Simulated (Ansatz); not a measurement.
# WC (Qusongite) (P-6m2) in Ansatz: further runs

The runs below take WC (Qusongite) through single point, with PBEsol.

Everything below comes from runs of Ansatz 0.2.0. Logs are shortened: lines on timing, memory, paths and dates and some standing lists are left out, and cuts for length are marked.

## (1) Starting point

The structure is hexagonal, space group P-6m2 (No. 187). The conventional cell has a = 2.907 Å, b = 2.907 Å, c = 2.837 Å, α = 90.00°, β = 90.00°, γ = 120.00°. Around W (site symmetry -6m2) lie 6 C at 2.20 Å. C (site symmetry -6m2) has 6 W at 2.20 Å as nearest neighbours.

## (2) Single point, PBEsol, 9.75 Å³/atom (volume scaled by 0.94)

Contents of input.yaml:

```yaml
crystal:
  lattice:
    - [2.847167025, 0.0, 0.0]
    - [-1.4235835125, 2.4657189725, 0.0]
    - [0.0, 0.0, 2.778693956]
  atoms:
    - { symbol: W, position: [0.0, 0.0, 0.0] }
    - { symbol: C, position: [0.6666666667, 0.3333333333, 0.5] }
kpoints:
  mp_grid: { grid: [10, 10, 9] }
scf:
  occupations: { method: fermi_dirac, width: 0.05 }
hamiltonian:
  xc: pbesol
  pseudopotentials: { kind: all_electron, lapw: { basis_error: 0.0005 } }
output:
  forces: true
  stress: true
  eigenvalues: true
```

Potentials or basis: all-electron LAPW, scalar-relativistic.

Command:

```console
$ ansatz run input.yaml --threads 1 --pin off --max-ram 3072MiB --backend cpu --events-out ev --progress --plain --runs-dir out
```

Standard output:

```text
Warning: RAYON_NUM_THREADS=1 ignored (pool sized by the plan → 1); use --threads N
LAPW: plane waves up to 9.982 Å⁻¹, error target 5.0e-4 eV per atom; small_component_spin mean_spin; C in spheres of 0.885 Å, 6 of its electrons in bands, Dirac shells []; W in spheres of 1.267 Å, 44 of its electrons in bands, Dirac shells [] (how accurate: hamiltonian.pseudopotentials.lapw.basis_error, Limitations)
Engine: ansatz 0.2.0, aarch64-unknown-linux-gnu
Pseudopotentials: kind: all_electron
Pseudopotential: W, LAPW, valence charge 44, lapw/all_electron/scalar/gaussian/W, Koelling and Harmon's equation, gaussian nucleus
Pseudopotential: C, LAPW, valence charge 6, lapw/all_electron/scalar/gaussian/C, Koelling and Harmon's equation, gaussian nucleus
Functional definition: PBEsol
  exchange = pbesol_x
  correlation = pbesol_c
Crystal: 2 atoms, lattice volume = 19.507 Å³
Basis set: ecut = 379.64771363629706 eV, 327 PW (Γ), exchange–correlation at level 2
Bands: 30, of which v1, the nominal top of the filled ones, is band 25 counted from 1 (24 counted from 0)
Symmetry: 12 space group operations
Space group: P-6m2 (ITA 187), of the structure as read, at distance tolerance 2.7e-5 Å
k-points: 70 of 900 (time reversal used)
Non-local potential: W, projectors of the file, none
Non-local potential: C, projectors of the file, none
Initial density: superposition of atomic densities (chi_scale 0.1, normalization cell, long waves kept (reshape's long-wave potential 0.00 eV rms))
Initial wavefunctions: plane waves of lowest kinetic energy (no species holds an atomic orbital)
Functional: x = pbesol(κ = 0.804, μ = 0.12345679012345678), c = pbesol(β = 0.046)
iter 1 solved again at ethr=7.64e-3 eV; its pass at ethr=1.00e-1 eV (dr2=3.82e0 eV) is discarded
SCF iter   1: F=—  HF=-440108.515692 eV  |F-HF|=—  |Δ(HF+E_count)|=         —  Δρ=1.30e-1  dr2=3.82e0  ethr=7.64e-3  ⟨swp⟩=2.0  Hψ=13071  notcnv=0
preconditioner: auto → none  [metal: Δε(μ)=0.041 eV  Ē_g=27.935 eV  σ=0.050 eV  W_gap=0.20  n_scr=8 (ndim 8)  ℏωp=46.0 eV  f_vac=0.000  D(μ)=0.26/eV (n_scr^D=0)  sad-step TF]
iter 2 solved again at ethr=3.47e-4 eV; its pass at ethr=7.64e-3 eV (dr2=1.74e-1 eV) is discarded
SCF iter   2: F=—  HF=-440107.055190 eV  |F-HF|=—  |Δ(HF+E_count)|=    1.46e0  Δρ=2.98e-2  dr2=1.73e-1  ethr=3.47e-4  ⟨swp⟩=2.0  Hψ=10897  notcnv=0
SCF iter   3: F=—  HF=-440107.007881 eV  |F-HF|=—  |Δ(HF+E_count)|=         —  Δρ=1.20e-2  dr2=1.27e-2  ethr=3.47e-4  ⟨swp⟩=3.0  Hψ=6557  notcnv=0
the basis was enlarged: its passes take 1.3 MiB over the memory plan, 1 of 1 planned eigensolver slots
SCF iter   4: F=—  HF=-440107.006908 eV  |F-HF|=—  |Δ(HF+E_count)|=   9.73e-4  Δρ=4.15e-3  dr2=1.49e-3  ethr=2.54e-5  ⟨swp⟩=2.8  Hψ=6312  notcnv=0
SCF iter   5: F=—  HF=-440107.002754 eV  |F-HF|=—  |Δ(HF+E_count)|=   4.15e-3  Δρ=1.44e-3  dr2=2.40e-4  ethr=2.97e-6  ⟨swp⟩=3.0  Hψ=6292  notcnv=0
SCF iter   6: F=—  HF=-440107.002704 eV  |F-HF|=—  |Δ(HF+E_count)|=   5.00e-5  Δρ=1.01e-4  dr2=1.45e-6  ethr=4.80e-7  ⟨swp⟩=2.0  Hψ=6075  notcnv=0
SCF iter   7: F=—  HF=-440107.002704 eV  |F-HF|=—  |Δ(HF+E_count)|=   6.58e-7  Δρ=3.14e-5  dr2=1.31e-7  ethr=2.90e-9  ⟨swp⟩=2.8  Hψ=6185  notcnv=0
SCF iter   8: F=-440107.002704 eV  HF=-440107.002704 eV  |F-HF|=2.91e-10  |Δ(HF+E_count)|=   1.61e-8  Δρ=3.42e-6  dr2=1.12e-9  ethr=2.61e-10  ⟨swp⟩=3.0  Hψ=6304  notcnv=0
SCF 1 converged in 8 iterations: F = -440107.002704 eV  dr2 = 1.12e-9
SCF converged after 8 iterations
Free energy (F): -440107.002704 eV
Harris-Foulkes:  -440107.002704 eV  (|F-HF|=2.91e-10)
Internal energy: -440107.000667 eV  (E = F + TS)
E sigma→0 (E₀):  -440107.001685 eV
Entropy (-TS):   -0.002036 eV (-1.018 meV/atom)
Fermi energy:    27.314410 eV
--- Per-component energies (eV) ---
  E_band       = -4809.191527
  E_kinetic    = 492734.635591
  E_xc         = -8849.378267
  E_electrostatic = -923992.257991  (all electrons and nuclei)
  E_smearing   = -0.002036  (= −TS)
  E_closure    = 0.000000  (closes the sum)
  E_atoms      = -440084.679543  (free atoms, spherical and without spin; not in F)
  Σ components = -440107.002704   (vs F -440107.002704, Δ=0.00e0)
  Basis errors (estimates in eV, not in F): energy 1.8e-4 per atom: plane waves 1.6e-4 (8.9e-5 summed), levels above the bands 1.4e-112, relativity 1.1e-8, radial functions 1.8e-5, core shells 3.0e-7; eigenvalues (radial functions only) 1.4e-6; not estimated: angular momenta, meshes, grids; target (lapw.basis_error) 5.0e-4; muffin-tin radii C 0.885 Å, W 1.267 Å
--- Forces (eV/Å), atoms counted from 1 ---
  atom   1  W     -0.00000000     0.00000000     0.00000000
  atom   2  C      0.00000000     0.00000000    -0.00000000
  max |Σ_I F_I| component: 1.48e-16 eV/Å
--- Stress (GPa, compression-positive) ---
       23.528768       0.000000      -0.000000
       -0.000000      23.528768       0.000000
       -0.000000       0.000000      26.360240
  P = ⅓ Tr σ = 24.4726 GPa (244.726 kbar)
--- Band table (eV; the first three rows and the last of 70) ---
  k-point 0: bands = ["-389.8694", "-389.8694", "-389.8641", "-236.4074", "-205.1616", "-205.1616", "-205.1575", "-205.1575", "-205.1450", "-46.4258", "-10.4448", "-10.3107", "-10.3107", "-0.5594", "-0.5458", "-0.5458", "-0.5355", "-0.5355", "-0.5208", "-0.5045", "12.4436", "22.6469", "23.7394", "23.7394", "27.4722", "30.8625", "30.8625", "33.3304", "33.3304", "34.1393"]
  k-point 1: bands = ["-389.8694", "-389.8694", "-389.8641", "-236.4074", "-205.1616", "-205.1616", "-205.1575", "-205.1575", "-205.1450", "-46.4194", "-10.5598", "-10.3007", "-10.3007", "-0.5592", "-0.5469", "-0.5469", "-0.5330", "-0.5330", "-0.5255", "-0.5045", "12.7723", "22.5199", "23.8852", "23.8852", "27.4586", "29.8419", "29.8419", "33.8658", "33.8658", "34.3422"]
  k-point 2: bands = ["-389.8694", "-389.8694", "-389.8641", "-236.4074", "-205.1616", "-205.1616", "-205.1575", "-205.1575", "-205.1450", "-46.4032", "-10.8429", "-10.2752", "-10.2752", "-0.5589", "-0.5496", "-0.5496", "-0.5369", "-0.5266", "-0.5266", "-0.5044", "13.6828", "21.7889", "24.2852", "24.2852", "28.0332", "28.3215", "28.3215", "33.8296", "33.8296", "34.8943"]
  k-point 69: bands = ["-389.8694", "-389.8694", "-389.8641", "-236.4074", "-205.1616", "-205.1616", "-205.1575", "-205.1575", "-205.1450", "-46.2876", "-11.1032", "-10.9872", "-10.7926", "-0.5512", "-0.5471", "-0.5438", "-0.5380", "-0.5284", "-0.5256", "-0.5207", "16.0593", "19.7834", "21.6632", "25.4916", "26.5705", "32.1851", "34.3490", "35.0797", "37.5052", "37.6499"]
```

It took 28 s on 1 thread of Arm Neoverse V2, shared host; peak memory 0.36 GiB.

Results:

* Free energy: -440107.0027 eV
* Pressure: 24.5 GPa
* Band gap on the k mesh: none (metal or under the smearing width)

## (3) Single point, PBEsol, 9.96 Å³/atom (volume scaled by 0.96)

input.yaml: that of step 2 with these lines changed.

```diff
@@ -2,5 +2,5 @@
   lattice:
-    - [2.847167025, 0.0, 0.0]
-    - [-1.4235835125, 2.4657189725, 0.0]
-    - [0.0, 0.0, 2.778693956]
+    - [2.8672181576, 0.0, 0.0]
+    - [-1.4336090788, 2.4830837627, 0.0]
+    - [0.0, 0.0, 2.798262868]
   atoms:
```

Potentials or basis: all-electron LAPW, scalar-relativistic.

Command:

```console
$ ansatz run input.yaml --threads 1 --pin off --max-ram 3072MiB --backend cpu --events-out ev --progress --plain --runs-dir out
```

Wall time 27 s (1 thread of Arm Neoverse V2, shared host); peak memory 0.36 GiB.

It converged, with:

- Free energy: -440107.0525 eV
- Pressure: 14.2 GPa
- Band gap on the k mesh: none (metal or under the smearing width)

## (4) Single point, PBEsol, 10.17 Å³/atom (volume scaled by 0.98)

input.yaml: that of step 3 with these lines changed.

```diff
@@ -2,5 +2,5 @@
   lattice:
-    - [2.8672181576, 0.0, 0.0]
-    - [-1.4336090788, 2.4830837627, 0.0]
-    - [0.0, 0.0, 2.798262868]
+    - [2.8869927008, 0.0, 0.0]
+    - [-1.4434963504, 2.5002090195, 0.0]
+    - [0.0, 0.0, 2.8175618425]
   atoms:
```

Command:

```console
$ ansatz run input.yaml --threads 1 --pin off --max-ram 3072MiB --backend cpu --events-out ev --progress --plain --runs-dir out
```

It took 27 s on 1 thread of Arm Neoverse V2, shared host; peak memory 0.36 GiB.

The run converged. Its results:

- Free energy: -440107.0770 eV
- Pressure: 4.9 GPa
- Band gap on the k mesh: none (metal or under the smearing width)

## (5) Single point, PBEsol, 10.38 Å³/atom

input.yaml: that of step 4 with these lines changed.

```diff
@@ -2,5 +2,5 @@
   lattice:
-    - [2.8869927008, 0.0, 0.0]
-    - [-1.4434963504, 2.5002090195, 0.0]
-    - [0.0, 0.0, 2.8175618425]
+    - [2.9065, 0.0, 0.0]
+    - [-1.45325, 2.5171028361, 0.0]
+    - [0.0, 0.0, 2.8366]
   atoms:
```

Command:

```console
$ ansatz run input.yaml --threads 1 --pin off --max-ram 3072MiB --backend cpu --events-out ev --progress --plain --runs-dir out
```

It took 27 s on 1 thread of Arm Neoverse V2, shared host; peak memory 0.36 GiB.

The run converged. Its results:

```
Free energy            : -440107.0788 eV
Pressure               : -3.4 GPa
Band gap on the k mesh : none (metal or under the smearing width)
```

## (6) Single point, PBEsol, 10.58 Å³/atom (volume scaled by 1.02)

input.yaml: that of step 5 with these lines changed.

```diff
@@ -2,5 +2,5 @@
   lattice:
-    - [2.9065, 0.0, 0.0]
-    - [-1.45325, 2.5171028361, 0.0]
-    - [0.0, 0.0, 2.8366]
+    - [2.9257489053, 0.0, 0.0]
+    - [-1.4628744527, 2.5337728771, 0.0]
+    - [0.0, 0.0, 2.8553859779]
   atoms:
```

Potentials or basis: all-electron LAPW, scalar-relativistic.

Command:

```console
$ ansatz run input.yaml --threads 1 --pin off --max-ram 3072MiB --backend cpu --events-out ev --progress --plain --runs-dir out
```

Wall time 27 s (1 thread of Arm Neoverse V2, shared host); peak memory 0.35 GiB.

Results (log left out):

```
Free energy            : -440107.0600 eV
Pressure               : -10.9 GPa
Band gap on the k mesh : none (metal or under the smearing width)
```

## (7) Single point, PBEsol, 10.79 Å³/atom (volume scaled by 1.04)

input.yaml: that of step 6 with these lines changed.

```diff
@@ -2,5 +2,5 @@
   lattice:
-    - [2.9257489053, 0.0, 0.0]
-    - [-1.4628744527, 2.5337728771, 0.0]
-    - [0.0, 0.0, 2.8553859779]
+    - [2.9447478072, 0.0, 0.0]
+    - [-1.4723739036, 2.5502264088, 0.0]
+    - [0.0, 0.0, 2.8739279649]
   atoms:
```

Command:

```console
$ ansatz run input.yaml --threads 1 --pin off --max-ram 3072MiB --backend cpu --events-out ev --progress --plain --runs-dir out
```

Wall time 27 s (1 thread of Arm Neoverse V2, shared host); peak memory 0.36 GiB.

The run converged. Its results:

```
Free energy            : -440107.0228 eV
Pressure               : -17.7 GPa
Band gap on the k mesh : none (metal or under the smearing width)
```

## (8) Single point, PBEsol, 11.00 Å³/atom (volume scaled by 1.06)

input.yaml: that of step 7 with these lines changed.

```diff
@@ -2,5 +2,5 @@
   lattice:
-    - [2.9447478072, 0.0, 0.0]
-    - [-1.4723739036, 2.5502264088, 0.0]
-    - [0.0, 0.0, 2.8739279649]
+    - [2.9635046684, 0.0, 0.0]
+    - [-1.4817523342, 2.566470327, 0.0]
+    - [0.0, 0.0, 2.8922337321]
   atoms:
```

Command:

```console
$ ansatz run input.yaml --threads 1 --pin off --max-ram 3072MiB --backend cpu --events-out ev --progress --plain --runs-dir out
```

Wall time 26 s (1 thread of Arm Neoverse V2, shared host); peak memory 0.36 GiB.

The run converged. Its results:

```yaml
Free_energy: -440106.9690 eV
Pressure: -23.7 GPa
Band_gap_on_the_k_mesh: none (metal or under the smearing width)
```

## (9) For comparison

An earlier run on the cell as given: functional PBEsol; potentials or basis all-electron LAPW, scalar-relativistic; cutoff 335 eV (chosen from the basis error); basis error allowed 0.001 eV/atom; k mesh 10 × 10 × 9; occupations fermi-dirac, width 0.05 eV; no spin polarisation.

* Pressure: -3.4 GPa
* Band gap on the k mesh: none (metal or under the smearing width)
* Loewdin charges: W +0.78; C -0.70 e
